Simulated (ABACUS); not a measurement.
Runs of ABACUS 3.10.1 on Na. The structure is cubic, space group Im-3m (No. 229). The conventional cell has a = 4.282 Å, b = 4.282 Å, c = 4.282 Å, α = 90.00°, β = 90.00°, γ = 90.00°. Na (site symmetry m-3m) has 8 Na at 3.71 Å as nearest neighbours. 

```tsv
task	level	potentials or basis	cell	k mesh	cutoff (eV)	max steps of the relaxation	force threshold	optimiser	stress threshold	symmetry key	gap on the mesh (eV)	pressure (GPa)	relaxed volume (Å³/atom)
relaxation of cell and atoms	TM	SG15 ONCV 1.2 PBE, plane waves	relaxed	6 × 6 × 6	1401	60	0.01 eV/Å	cg	0.2 kbar	1	none	0.0	34.86
single point	AM05	PseudoDojo NC SR 0.5 PBE standard, plane waves	as given	7 × 7 × 7	1211	-	-	-	-	1	none	-0.3	-
single point	TM	SG15 ONCV 1.2 PBE, plane waves	as given	6 × 6 × 6	1401	-	-	-	-	1	none	(a)	-
relaxation of cell and atoms	AM05	PseudoDojo NC SR 0.5 PBE standard, plane waves	relaxed	7 × 7 × 7	1211	60	0.01 eV/Å	cg	0.5 kbar	1	none	0.0	37.30
```

Alike in all rows: no spin polarisation; smearing fermi-dirac 0.05 eV.

Q: Fill in the values left out.

A: (a) -0.9.

Caveats: the potentials were made for another functional, which shifts forces and pressure; the volume moved by -11 % from the deposited cell, more than functionals usually miss (some runs).

A gap of «none» marks a metal or a gap under the smearing width.
